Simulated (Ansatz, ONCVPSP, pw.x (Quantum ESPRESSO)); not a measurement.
boron (B): one change to the ONCV potential, in the atom and in the diamond crystal

boron (B), optimised norm-conserving Vanderbilt (ONCV), made with ONCVPSP 4.0.1.1 (patched build) (PBE, scalar-relativistic). Core [He], reference 2s2 2p1. Waves: 2s: rc 1.45 bohr, ncon 5, nbas 8, qcut 5.3 1/bohr, 1 projector; 2p: rc 2.75 bohr, ncon 3, nbas 8, qcut 5.5 1/bohr, 2 projectors, debl 0.7 Ha; d scattering state at 0.02 Ha: rc 2.25 bohr, ncon 5, nbas 8, qcut 4.8 1/bohr, 2 projectors, debl 2.1 Ha. Local part: polynomial inside 1.40 bohr (lpopt 5, dvloc0 0 Ha). Core correction: Teter function, fcfact 5.5, rcfact 1.2.

Change: p: nbas 7.

Cutoffs, loose and tight: the cutoffs (Ha) at which the residual kinetic energy of the hardest occupied pseudo-wave falls to 1 and 0.1 mHa per electron. They do not see the model core or the augmentation charge, which bear on the density cutoff. Test errors are all-electron minus pseudo excitation energies from the reference, over the configurations 2s2 2p0; 2s1 2p0; 2s2 2p0.5; 2s1 2p2; variants that change the core or the reference have their own tests.

Crystal test: diamond B in pw.x 7.5, no spin, 11³ k-points, Fermi–Dirac smearing 0.01 Ry, cutoffs set for each file from its atomic test. The reference is all-electron LAPW (Ansatz 0.2.0) with the same functional, mesh and smearing; V0 and B0 come from Birch–Murnaghan fits to the pressures at five volumes. Errors are pseudo minus all-electron; Δ is the rms difference of the E(V) curves that follow from these fits, minima aligned, over ±6 % about the mean V0. Mesh and smearing are coarse, so the numbers serve the comparison and aren't converged zero-temperature values; the lattice is a test structure that the element need not adopt.

All-electron: a0 = 4.053 Å (V0 = 8.32 Å³/atom), B0 = 175.9 GPa.

Question: Does the change bring the crystal closer to the all-electron result?

Answer: The mean pressure error goes from -14.31 to -13.89 GPa, a small move against the size of the error. Neither pressure curve crosses zero within the volumes sampled, so no fits are given.

| quantity | base | changed |
| --- | --- | --- |
| outcome (atom) | generated | generated |
| cutoff, loose (atom) | 12 Ha | 12 Ha |
| cutoff, tight (atom) | 26 Ha | 26 Ha |
| bound ghosts (atom) | none | none |
| largest test error (meV) (atom) | +224 | +221 |
| cutoffs in pw.x (Ry) | 60/240 | 60/240 |
| mean pressure error (GPa) | -14.31 | -13.89 |

Base: The largest radius (2.75 bohr) exceeds half the bond length (1.66 bohr), so the spheres overlap, which is one possible source of error among others. This is a poor potential for the solid. Changed file: The largest radius (2.75 bohr) exceeds half the bond length (1.66 bohr), so the spheres overlap, which is one possible source of error among others. This is a poor potential for the solid.
